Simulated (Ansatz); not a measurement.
## A series in volume scale on NaI

Periodic Kohn-Sham DFT of a crystal at fixed atoms, scaled to volume_scale times the given cell; pressure positive in compression, energy less spherical unpolarised free atoms, largest_vzz the field gradient of largest size among the nuclei. The results are calculated, by Ansatz 0.2.0.

The cell before it is scaled or strained (space group Fm-3m, No. 225):
```
NaI
1.0
      0.0000     3.2364     3.2364
      3.2364     0.0000     3.2364
      3.2364     3.2364     0.0000
Na I
1 1
Direct
  0.00000 0.00000 0.00000
  0.50000 0.50000 0.50000
```

Settings of every row: method all-electron PAW; functional LDA; relativity scalar; k mesh 8x8x8; filling fermi-dirac; smearing width 0.02 eV; nucleus gaussian.

Atom start moment: 0 on all atoms.

Limits: no spin-orbit coupling on heavy atoms.

| row | volume scale | V (Å³/atom) | pressure (GPa) |
| --- | --- | --- | --- |
| 1 | 0.94 | 31.865 | ? |
| 2 | 0.96 | 32.543 | -1.07 |
| 3 | 0.98 | 33.221 | -1.372 |
| 4 | 0.99 | 33.56 | -1.509 |
| 5 | 1 | 33.899 | -1.638 |
| 6 | 1.01 | 34.238 | -1.758 |
| 7 | 1.02 | 34.577 | -1.87 |
| 8 | 1.04 | 35.255 | -2.074 |
| 9 | 1.06 | 35.933 | -2.252 |

Question: what pressure should row 1 give?

Worked fit of pressure. Take u = (V_r/V)^(2/3) − 1 with V_r = 34.069 Å³ an atom, which is twice the finite (Eulerian) strain; such expansions in the strain, on which the Birch-Murnaghan equation of state is built, carry the rest volume and the bulk modulus. The shown rows have u = 0.03102, 0.01695, 0.01009, 0.00334, -0.00329, -0.00982, -0.02255, -0.03489. Least squares give pressure = −1.6989 + 18.115 × u + 67.4 × u² + 73 × u³ GPa; a parabola predicts inner rows, each left out in turn, worse (root mean square 0.00074 against 0.00036 GPa). All shown rows lie on it to the printed digit. The withheld row has u = 0.0456, so the fit gives −1.6989 + 18.115 × (0.0456) + 67.4 × (0.0456)² + 73 × (0.0456)³ = -0.726 GPa.

The calculation gave -0.727 GPa. The fit lies 0.001 GPa (0.066 % of the column's range) above it, one unit of the last digit. This row lies beyond the range of the fit.
